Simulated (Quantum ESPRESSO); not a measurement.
# HfO2 (Fm-3m) in Quantum ESPRESSO: notebook, part 2 of 4

Quantum ESPRESSO 7.5. Earlier steps stand in the parts before.

### 3 Dielectric tensor, LDA

Input file pw.in:

```
&CONTROL
  calculation = 'scf'
  prefix = 'pwscf'
  outdir = './tmp'
  pseudo_dir = './pseudo'
  tprnfor = .true.
  tstress = .true.
  disk_io = 'low'
/
&SYSTEM
  ibrav = 0
  nat = 3
  ntyp = 2
  ecutwfc = 84
  nbnd = 19
  occupations = 'smearing'
  smearing = 'fd'
  degauss = 0.00367493
/
&ELECTRONS
  conv_thr = 6d-10
  electron_maxstep = 120
  mixing_beta = 0.5
/
ATOMIC_SPECIES
Hf   178.4900 Hf.upf
O     15.9990 O.upf
CELL_PARAMETERS angstrom
   0.0000000000    2.5575000000    2.5575000000
   2.5575000000    0.0000000000    2.5575000000
   2.5575000000    2.5575000000    0.0000000000
ATOMIC_POSITIONS crystal
Hf     0.0000000000    0.0000000000    0.0000000000
O      0.7500000000    0.7500000000    0.7500000000
O      0.2500000000    0.2500000000    0.2500000000
K_POINTS automatic
6 6 6 1 1 1
```

Input file scf2.in:

```
&CONTROL
  calculation = 'scf'
  prefix = 'pwscf'
  outdir = './tmp'
  pseudo_dir = './pseudo'
  tprnfor = .true.
  tstress = .true.
  disk_io = 'low'
/
&SYSTEM
  ibrav = 0
  nat = 3
  ntyp = 2
  ecutwfc = 84
  nbnd = 19
  occupations = 'fixed'
/
&ELECTRONS
  conv_thr = 1d-13
  electron_maxstep = 120
  mixing_beta = 0.5
  startingpot = 'file'
  startingwfc = 'file'
/
ATOMIC_SPECIES
Hf   178.4900 Hf.upf
O     15.9990 O.upf
CELL_PARAMETERS angstrom
   0.0000000000    2.5575000000    2.5575000000
   2.5575000000    0.0000000000    2.5575000000
   2.5575000000    2.5575000000    0.0000000000
ATOMIC_POSITIONS crystal
Hf     0.0000000000    0.0000000000    0.0000000000
O      0.7500000000    0.7500000000    0.7500000000
O      0.2500000000    0.2500000000    0.2500000000
K_POINTS automatic
6 6 6 1 1 1
```

Input file ph.in:

```
dielectric of HfO2
&INPUTPH
  prefix = 'pwscf'
  outdir = './tmp'
  tr2_ph = 1d-18
  fildyn = 'dyn'
  niter_ph = 90
  alpha_mix(1) = 0.7
  epsil = .true.
  trans = .false.
  zeu = .true.
/
0.0000000000 0.0000000000 0.0000000000
```

Potentials or basis: PseudoDojo 0.4.1 SR LDA standard.

Run with:

```console
OMP_NUM_THREADS=1 pw.x -in pw.in > pw.out
OMP_NUM_THREADS=1 pw.x -in scf2.in > scf2.out
OMP_NUM_THREADS=1 ph.x -in ph.in > ph.out
```

pw.out:

```text
This program is part of the open-source Quantum ESPRESSO suite
     for quantum simulation of materials; please cite
[... 9 lines left out ...]
     --------------------
     sticks:   dense  smooth     PW     G-vecs:    dense   smooth      PW
     Sum        1069    1069    313                23505    23505    3839

     Using Slab Decomposition

     bravais-lattice index     =            0
     lattice parameter (alat)  =       6.8349  a.u.
     unit-cell volume          =     225.7738 (a.u.)^3
     number of atoms/cell      =            3
     number of atomic types    =            2
     number of electrons       =        24.00
     number of Kohn-Sham states=           19
     kinetic-energy cutoff     =      84.0000  Ry
     charge density cutoff     =     336.0000  Ry
     scf convergence threshold =      6.0E-10
     mixing beta               =       0.5000
     number of iterations used =            8  plain     mixing
     Exchange-correlation= SLA  PW   NOGX NOGC
                           (   1   4   0   0   0   0   0)

     celldm(1)=   6.834858  celldm(2)=   0.000000  celldm(3)=   0.000000
     celldm(4)=   0.000000  celldm(5)=   0.000000  celldm(6)=   0.000000

[... 8 lines left out ...]
               b(3) = (  0.707107  0.707107 -0.707107 )

     PseudoPot. # 1 for Hf read from file:
     Hf.upf
     Pseudo is Norm-conserving + core correction, Zval = 12.0
     Generated using ONCVPSP code by D. R. Hamann
     Using radial grid of 1618 points,  8 beta functions with:
                l(1) =   0
                l(2) =   0
                l(3) =   1
                l(4) =   1
                l(5) =   2
                l(6) =   2
                l(7) =   3
                l(8) =   3

     PseudoPot. # 2 for O  read from file:
     O.upf
     Pseudo is Norm-conserving + core correction, Zval =  6.0
     Generated using ONCVPSP code by D. R. Hamann
     Using radial grid of  926 points,  5 beta functions with:
                l(1) =   0
                l(2) =   0
                l(3) =   1
                l(4) =   1
                l(5) =   2

     atomic species   valence    mass     pseudopotential
     Hf               12.00   178.49000     Hf( 1.00)
     O                 6.00    15.99900     O ( 1.00)

     48 Sym. Ops., with inversion, found

   Cartesian axes

     site n.     atom                  positions (alat units)
         1        Hf     tau(   1) = (   0.0000000   0.0000000   0.0000000  )
         2        O      tau(   2) = (   1.0606602   1.0606602   1.0606602  )
         3        O      tau(   3) = (   0.3535534   0.3535534   0.3535534  )

     number of k points=    28  Fermi-Dirac smearing, width (Ry)=  0.0037
                       cart. coord. in units 2pi/alat
        k(    1) = (   0.0589256   0.0589256   0.0589256), wk =   0.0185185
        k(    2) = (   0.1767767   0.1767767  -0.0589256), wk =   0.0555556
        k(    3) = (   0.2946278   0.2946278  -0.1767767), wk =   0.0555556
        k(    4) = (  -0.2946278  -0.2946278   0.4124790), wk =   0.0555556
        k(    5) = (  -0.1767767  -0.1767767   0.2946278), wk =   0.0555556
        k(    6) = (  -0.0589256  -0.0589256   0.1767767), wk =   0.0555556
[... 20 lines left out ...]
        k(   27) = (   0.2946278   0.2946278   0.2946278), wk =   0.0185185
        k(   28) = (  -0.2946278  -0.2946278   0.8838835), wk =   0.0555556

     Dense  grid:    23505 G-vectors     FFT dimensions: (  40,  40,  40)

     Initial potential from superposition of free atoms

     starting charge      23.9985, renormalised to      24.0000
     Starting wfcs are   18 randomized atomic wfcs +    1 random wfcs

     Self-consistent Calculation

     iteration #  1     ecut=    84.00 Ry     beta= 0.50
     Davidson diagonalization with overlap
     ethr =  1.00E-02,  avg # of iterations =  4.8

     total energy              =    -179.04176937 Ry
     estimated scf accuracy    <       1.03171139 Ry

     iteration #  2     ecut=    84.00 Ry     beta= 0.50
     Davidson diagonalization with overlap
     ethr =  4.30E-03,  avg # of iterations =  2.0
[... 57 lines left out ...]
     total energy              =    -179.40501522 Ry
     estimated scf accuracy    <          6.6E-09 Ry

     iteration # 11     ecut=    84.00 Ry     beta= 0.50
     Davidson diagonalization with overlap
     ethr =  2.73E-11,  avg # of iterations =  2.0

     End of self-consistent calculation

          k = 0.0589 0.0589 0.0589 (  2912 PWs)   bands (ev):

   -49.6577 -18.1655 -18.1408 -18.1408  -6.6566  -3.7724   6.3455   6.3455
     6.4661  10.6906  10.7750  10.7750  15.3402  15.3402  17.2964  21.2442
    21.4565  21.4565  24.9517

          k = 0.1768 0.1768-0.0589 (  2910 PWs)   bands (ev):

   -49.6540 -18.2802 -18.1710 -18.1503  -6.2264  -4.1122   6.5646   6.7241
     7.3690   9.6105   9.9756  10.8191  15.6278  15.9302  18.2337  20.3688
    20.7444  21.1676  24.2086
[... 79 lines left out ...]
          k =-0.6482 0.0589 0.0589 (  2938 PWs)   bands (ev):

   -49.6428 -18.5318 -18.2618 -18.2465  -4.9694  -4.6938   5.2683   7.9457
     8.0336   9.9723  10.0682  11.3534  15.2096  16.7302  18.0502  19.2849
    19.4448  23.5333  25.3247

          k =-0.5303 0.1768-0.0589 (  2937 PWs)   bands (ev):

   -49.6445 -18.4717 -18.2772 -18.2276  -5.0157  -4.7940   6.0893   7.3334
     7.8630   9.8742  10.3537  10.4896  15.6976  16.4083  18.6231  19.0535
    19.7032  22.2433  24.7553

          k =-0.4125 0.0589 0.0589 (  2920 PWs)   bands (ev):

   -49.6482 -18.4081 -18.2145 -18.2080  -5.4900  -4.5826   6.8346   7.1581
     7.2253   9.2006  10.6176  10.6443  15.7387  16.1062  19.2210  19.8142
    19.8416  20.5768  24.6167
[... 55 lines left out ...]
          k =-0.2946-0.2946 0.8839 (  2934 PWs)   bands (ev):

   -49.6453 -18.4904 -18.2595 -18.1947  -5.3012  -4.5764   6.7947   7.6501
     7.7380   9.3386   9.6679  10.2755  15.8089  16.2638  18.2615  19.5842
    20.2951  21.6050  23.7390

     the Fermi energy is    13.9524 ev

!    total energy              =    -179.40501522 Ry
     estimated scf accuracy    <          4.8E-11 Ry
     smearing contrib. (-TS)   =      -0.00000000 Ry
     internal energy E=F+TS    =    -179.40501522 Ry

     The total energy is F=E-TS. E is the sum of the following terms:
     one-electron contribution =     -27.97663633 Ry
     hartree contribution      =      27.87930906 Ry
     xc contribution           =     -44.84096172 Ry
     ewald contribution        =    -134.46672623 Ry

     convergence has been achieved in  11 iterations

     Forces acting on atoms (cartesian axes, Ry/au):

     atom    1 type  1   force =    -0.00000000   -0.00000000    0.00000000
     atom    2 type  2   force =    -0.00000000    0.00000000    0.00000000
     atom    3 type  2   force =    -0.00000000   -0.00000000    0.00000000

     Total force =     0.000000     Total SCF correction =     0.000000

     Computing stress (Cartesian axis) and pressure

          total   stress  (Ry/bohr**3)                   (kbar)     P=     -220.60
  -0.00149962  -0.00000000  -0.00000000         -220.60       -0.00       -0.00
  -0.00000000  -0.00149962  -0.00000000           -0.00     -220.60       -0.00
  -0.00000000  -0.00000000  -0.00149962           -0.00       -0.00     -220.60

=------------------------------------------------------------------------------=
   JOB DONE.
=------------------------------------------------------------------------------=
```

ph.out:

```text
This program is part of the open-source Quantum ESPRESSO suite
     for quantum simulation of materials; please cite
         "P. Giannozzi et al., J. Phys.:Condens. Matter 21 395502 (2009);
         "P. Giannozzi et al., J. Phys.:Condens. Matter 29 465901 (2017);
         "P. Giannozzi et al., J. Chem. Phys. 152 154105 (2020);
     in publications or presentations arising from this work. More details at

     IMPORTANT: XC functional enforced from input :
[... 199 lines left out ...]
      E*z (       -0.00000       -0.00000       -2.75529 )

     INITIALIZATION:

     DIELECTRIC CONSTANT AND EFFECTIVE CHARGES:

      Additional routines

=------------------------------------------------------------------------------=
   JOB DONE.
=------------------------------------------------------------------------------=
```

It took 4.6 min on 1 thread of AMD EPYC 7R43 (Zen 3), shared host; peak memory 0.08 GiB.

Results:

```yaml
Free_energy: -2440.9296 eV
Pressure: -22.1 GPa
Electronic_dielectric_tensor_diagonal: 5.29
Born_charges_mean_of_the_diagonal: Hf +5.51; O -2.76 e
```

Levels at points of the mesh, in eV from the valence-band top:
```
           k point  band 9  band 10  band 11  band 12  band 13  band 14  band 15  band 16
(0.08, 0.08, 0.08)   -4.89    -0.66    -0.58    -0.58     3.99     3.99     5.94     9.89
```

Electronic dielectric tensor:
```
5.29 0.00 0.00
0.00 5.29 0.00
0.00 0.00 5.29
```

Born effective charge tensors (e):
atom 1, Hf
```
5.51 0.00 0.00
0.00 5.51 0.00
0.00 0.00 5.51
```
atom 2, O
```
-2.76  0.00  0.00
 0.00 -2.76  0.00
 0.00  0.00 -2.76
```
atom 3, O
```
-2.76  0.00  0.00
 0.00 -2.76  0.00
 0.00  0.00 -2.76
```

Caveat: the cell is more than 3 GPa from zero pressure, which shifts response properties. Spin-orbit coupling is left out, which matters for the levels of Hf.

### 4 Dielectric tensor, PBE

pw.in is that of step 3.

scf2.in is that of step 3.

ph.in is that of step 3.

Potentials or basis: PseudoDojo 0.4.1 SR PBE standard.

Run with:

```console
OMP_NUM_THREADS=1 pw.x -in pw.in > pw.out
OMP_NUM_THREADS=1 pw.x -in scf2.in > scf2.out
OMP_NUM_THREADS=1 ph.x -in ph.in > ph.out
```

pw.out:

```text
This program is part of the open-source Quantum ESPRESSO suite
     for quantum simulation of materials; please cite
[... 9 lines left out ...]
     --------------------
     sticks:   dense  smooth     PW     G-vecs:    dense   smooth      PW
     Sum        1069    1069    313                23505    23505    3839

     Using Slab Decomposition

     bravais-lattice index     =            0
     lattice parameter (alat)  =       6.8349  a.u.
     unit-cell volume          =     225.7738 (a.u.)^3
     number of atoms/cell      =            3
     number of atomic types    =            2
     number of electrons       =        24.00
     number of Kohn-Sham states=           19
     kinetic-energy cutoff     =      84.0000  Ry
     charge density cutoff     =     336.0000  Ry
     scf convergence threshold =      6.0E-10
     mixing beta               =       0.5000
     number of iterations used =            8  plain     mixing
     Exchange-correlation= PBE
                           (   1   4   3   4   0   0   0)

     celldm(1)=   6.834858  celldm(2)=   0.000000  celldm(3)=   0.000000
     celldm(4)=   0.000000  celldm(5)=   0.000000  celldm(6)=   0.000000

[... 8 lines left out ...]
               b(3) = (  0.707107  0.707107 -0.707107 )

     PseudoPot. # 1 for Hf read from file:
     Hf.upf
     Pseudo is Norm-conserving + core correction, Zval = 12.0
     Generated using ONCVPSP code by D. R. Hamann
     Using radial grid of 1656 points,  8 beta functions with:
                l(1) =   0
                l(2) =   0
                l(3) =   1
                l(4) =   1
                l(5) =   2
                l(6) =   2
                l(7) =   3
                l(8) =   3

     PseudoPot. # 2 for O  read from file:
     O.upf
     Pseudo is Norm-conserving + core correction, Zval =  6.0
     Generated using ONCVPSP code by D. R. Hamann
     Using radial grid of  936 points,  5 beta functions with:
                l(1) =   0
                l(2) =   0
                l(3) =   1
                l(4) =   1
                l(5) =   2

     atomic species   valence    mass     pseudopotential
     Hf               12.00   178.49000     Hf( 1.00)
     O                 6.00    15.99900     O ( 1.00)

     48 Sym. Ops., with inversion, found

   Cartesian axes

     site n.     atom                  positions (alat units)
         1        Hf     tau(   1) = (   0.0000000   0.0000000   0.0000000  )
         2        O      tau(   2) = (   1.0606602   1.0606602   1.0606602  )
         3        O      tau(   3) = (   0.3535534   0.3535534   0.3535534  )

     number of k points=    28  Fermi-Dirac smearing, width (Ry)=  0.0037
                       cart. coord. in units 2pi/alat
        k(    1) = (   0.0589256   0.0589256   0.0589256), wk =   0.0185185
        k(    2) = (   0.1767767   0.1767767  -0.0589256), wk =   0.0555556
        k(    3) = (   0.2946278   0.2946278  -0.1767767), wk =   0.0555556
        k(    4) = (  -0.2946278  -0.2946278   0.4124790), wk =   0.0555556
        k(    5) = (  -0.1767767  -0.1767767   0.2946278), wk =   0.0555556
        k(    6) = (  -0.0589256  -0.0589256   0.1767767), wk =   0.0555556
[... 20 lines left out ...]
        k(   27) = (   0.2946278   0.2946278   0.2946278), wk =   0.0185185
        k(   28) = (  -0.2946278  -0.2946278   0.8838835), wk =   0.0555556

     Dense  grid:    23505 G-vectors     FFT dimensions: (  40,  40,  40)

     Initial potential from superposition of free atoms

     starting charge      23.9981, renormalised to      24.0000
     Starting wfcs are   18 randomized atomic wfcs +    1 random wfcs

     Self-consistent Calculation

     iteration #  1     ecut=    84.00 Ry     beta= 0.50
     Davidson diagonalization with overlap
     ethr =  1.00E-02,  avg # of iterations =  4.8

     total energy              =    -179.04247896 Ry
     estimated scf accuracy    <       1.07322678 Ry

     iteration #  2     ecut=    84.00 Ry     beta= 0.50
     Davidson diagonalization with overlap
     ethr =  4.47E-03,  avg # of iterations =  2.0
[... 64 lines left out ...]
     total energy              =    -179.41071541 Ry
     estimated scf accuracy    <          1.8E-09 Ry

     iteration # 12     ecut=    84.00 Ry     beta= 0.50
     Davidson diagonalization with overlap
     ethr =  7.63E-12,  avg # of iterations =  2.0

     End of self-consistent calculation

          k = 0.0589 0.0589 0.0589 (  2912 PWs)   bands (ev):

   -49.3319 -17.8189 -17.7947 -17.7947  -6.4761  -3.7143   6.8286   6.8286
     6.9450  11.1246  11.2112  11.2112  15.9415  15.9415  17.8861  21.7276
    21.9323  21.9323  25.6511

          k = 0.1768 0.1768-0.0589 (  2910 PWs)   bands (ev):

   -49.3283 -17.9317 -17.8240 -17.8039  -6.0602  -4.0366   7.0460   7.2047
     7.8303  10.0619  10.4357  11.2508  16.2240  16.5095  18.8239  20.8695
    21.2504  21.6451  24.8883
[... 79 lines left out ...]
          k =-0.6482 0.0589 0.0589 (  2938 PWs)   bands (ev):

   -49.3173 -18.1807 -17.9121 -17.8971  -4.8600  -4.5932   5.8022   8.4058
     8.4908  10.4176  10.5121  11.7780  15.8336  17.3167  18.5147  19.7790
    19.9389  24.1697  26.0159

          k =-0.5303 0.1768-0.0589 (  2937 PWs)   bands (ev):

   -49.3190 -18.1208 -17.9279 -17.8787  -4.8998  -4.6904   6.6063   7.8083
     8.3273  10.3206  10.7902  10.9225  16.2999  16.9981  19.0973  19.5536
    20.1972  22.8749  25.4287

          k =-0.4125 0.0589 0.0589 (  2920 PWs)   bands (ev):

   -49.3226 -18.0583 -17.8662 -17.8598  -5.3517  -4.4870   7.3362   7.6302
     7.6983   9.6424  11.0510  11.0755  16.3376  16.7019  19.7514  20.2968
    20.3417  21.1547  25.2919
[... 55 lines left out ...]
          k =-0.2946-0.2946 0.8839 (  2934 PWs)   bands (ev):

   -49.3198 -18.1381 -17.9110 -17.8470  -5.1743  -4.4803   7.2912   8.1313
     8.2156   9.7874  10.1111  10.7126  16.4005  16.8485  18.7355  20.0975
    20.7825  22.2459  24.4202

     the Fermi energy is    14.5865 ev

!    total energy              =    -179.41071541 Ry
     estimated scf accuracy    <          3.7E-10 Ry
     smearing contrib. (-TS)   =      -0.00000000 Ry
     internal energy E=F+TS    =    -179.41071541 Ry

     The total energy is F=E-TS. E is the sum of the following terms:
     one-electron contribution =     -27.66834691 Ry
     hartree contribution      =      28.11393992 Ry
     xc contribution           =     -45.38958219 Ry
     ewald contribution        =    -134.46672623 Ry

     convergence has been achieved in  12 iterations

     Forces acting on atoms (cartesian axes, Ry/au):

     atom    1 type  1   force =    -0.00000000   -0.00000000    0.00000000
     atom    2 type  2   force =     0.00000000    0.00000000    0.00000000
     atom    3 type  2   force =     0.00000000    0.00000000    0.00000000

     Total force =     0.000000     Total SCF correction =     0.000000

     Computing stress (Cartesian axis) and pressure

          total   stress  (Ry/bohr**3)                   (kbar)     P=      -49.03
  -0.00033329   0.00000000   0.00000000          -49.03        0.00        0.00
   0.00000000  -0.00033329   0.00000000            0.00      -49.03        0.00
   0.00000000   0.00000000  -0.00033329            0.00        0.00      -49.03

=------------------------------------------------------------------------------=
   JOB DONE.
=------------------------------------------------------------------------------=
```

ph.out:

```text
This program is part of the open-source Quantum ESPRESSO suite
     for quantum simulation of materials; please cite
         "P. Giannozzi et al., J. Phys.:Condens. Matter 21 395502 (2009);
         "P. Giannozzi et al., J. Phys.:Condens. Matter 29 465901 (2017);
         "P. Giannozzi et al., J. Chem. Phys. 152 154105 (2020);
     in publications or presentations arising from this work. More details at

     IMPORTANT: XC functional enforced from input :
[... 199 lines left out ...]
      E*z (       -0.00000        0.00000       -2.74673 )

     INITIALIZATION:

     DIELECTRIC CONSTANT AND EFFECTIVE CHARGES:

      Additional routines

=------------------------------------------------------------------------------=
   JOB DONE.
=------------------------------------------------------------------------------=
```

Run time: 5 min. Hardware: 1 thread of AMD EPYC 7R43 (Zen 3), shared host; peak memory 0.08 GiB.

What came out:

```yaml
Free_energy: -2441.0071 eV
Pressure: -4.9 GPa
Electronic_dielectric_tensor_diagonal: 5.18
Born_charges_mean_of_the_diagonal: Hf +5.49; O -2.75 e
```

Electronic dielectric tensor:
```
5.18 0.00 0.00
0.00 5.18 0.00
0.00 0.00 5.18
```

Born effective charge tensors (e):
atom 1, Hf
```
5.49 0.00 0.00
0.00 5.49 0.00
0.00 0.00 5.49
```
atom 2, O
```
-2.75  0.00  0.00
 0.00 -2.75  0.00
 0.00  0.00 -2.75
```
atom 3, O
```
-2.75  0.00  0.00
 0.00 -2.75  0.00
 0.00  0.00 -2.75
```

Caveat: the cell is more than 3 GPa from zero pressure, which shifts response properties.

[end of part 2 of 4]
